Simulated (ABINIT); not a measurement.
Runs of ABINIT 10.8.3 (patched build) on Si2Mo. It takes space group I4/mmm (No. 139, tetragonal). Conventional cell: a = 3.200 Å, b = 3.200 Å, c = 7.861 Å, α = 90.00°, β = 90.00°, γ = 90.00°. Mo (site symmetry 4/mmm) is surrounded by 10 Si at 2.62 Å. Si (site symmetry 4mm) is surrounded by 5 Si at 2.61 to 2.63 Å and 5 Mo at 2.62 Å. 

```csv
level,potentials or basis,cell,k mesh,cutoff (eV),fine-grid cutoff,gap on the mesh (eV),pressure (GPa),largest force (eV/Å)
r2SCAN,Ansatz NC r2SCAN,as given,8 × 8 × 8,1306,-,none,(c),0.38
r2SCAN,PseudoDojo NC SR PBE v0.4.1 standard,as given,8 × 8 × 8,1306,-,none,0.3,0.43
PBEsol,PseudoDojo NC SR PBEsol v0.4.1 standard,"atoms moved at random, drawn with an rms of 0.05 Å",12 × 12 × 12,1088,-,none,-2.4,0.95
r2SCAN,"Ansatz PAW PBE default generated set, frozen core",as given,8 × 8 × 8,490,979.61 eV,none,-1.7,0.39
r2SCAN,SG15 NC PBE v1.2,as given,8 × 8 × 8,599,-,none,(a),(b)
```

Alike in all rows: task single point; no spin polarisation; smearing fermi-dirac 0.05 eV.

Q: Fill in the values left out.

A: (a) -0.4; (b) 0.42; (c) -1.4.

Caveats: the potentials were made for another functional, which shifts forces and pressure (some runs); a meta-GGA on potentials with a model core is unreliable (some runs); the PAW data sets were made with another functional, which shifts forces and pressure a little (some runs); the atomic spheres overlap (some runs).

A k mesh can miss the band edges, and the runs leave out spin-orbit coupling on Mo.

A gap of «none» marks a metal or a gap under the smearing width.
